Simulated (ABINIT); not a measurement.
Runs of ABINIT 10.8.3 (patched build) on I. Symmetry: Cmce, No. 64, orthorhombic system. Conventional cell: a = 7.270 Å, b = 4.790 Å, c = 9.793 Å, α = 90.00°, β = 90.00°, γ = 90.00°. Around I (site symmetry m) lie 1 I at 2.68 Å. 

| task | level | potentials or basis | k mesh | gap on the mesh (eV) | pressure (GPa) | largest force (eV/Å) |
| --- | --- | --- | --- | --- | --- | --- |
| band structure | BP86 | JTH PAW PBE v2.0 | 7 × 7 × 3 | 1.28 | 2.1 | (a) |
| single point | PBEsol | JTH PAW PBE v2.0 | 6 × 6 × 2 | 1.24 | (c) | 0.92 |
| single point | LDA | JTH PAW LDA v2.0 | 4 × 4 × 2 | 1.19 | -0.7 | 0.87 |
| band structure | rPW86PBE | JTH PAW PBE v2.0 | 7 × 7 × 3 | 1.28 | 3.1 | 1.29 |
| band structure | revPBE | JTH PAW PBE v2.0 | 7 × 7 × 3 | 1.35 | 3.0 | (b) |
| band structure | BLYP | JTH PAW PBE v2.0 | 7 × 7 × 3 | 1.29 | 4.1 | 1.26 |
| band structure | RPBE | JTH PAW PBE v2.0 | 7 × 7 × 3 | 1.36 | (d) | 0.97 |
| single point | LDA | JTH PAW LDA v2.0 | 9 × 9 × 4 | 1.18 | -0.7 | 0.88 |

Alike in all rows: no spin polarisation; cell as given; cutoff (eV) 408; smearing fermi-dirac 0.05 eV.

Q: Estimate the missing entries.

A: (a) 1.08; (b) 0.98; (c) 0.3; (d) 3.3.

Caveats: spin-orbit coupling is left out, which moves the levels of the heavy elements; the PAW data sets were made with another functional, which shifts forces and pressure a little (some runs); an odd mesh through Γ misses points on the zone boundary, where band edges often lie (some runs).

A k mesh can miss the band edges, and the runs leave out spin-orbit coupling on I.

Runs at the PBE level aren't shown here.
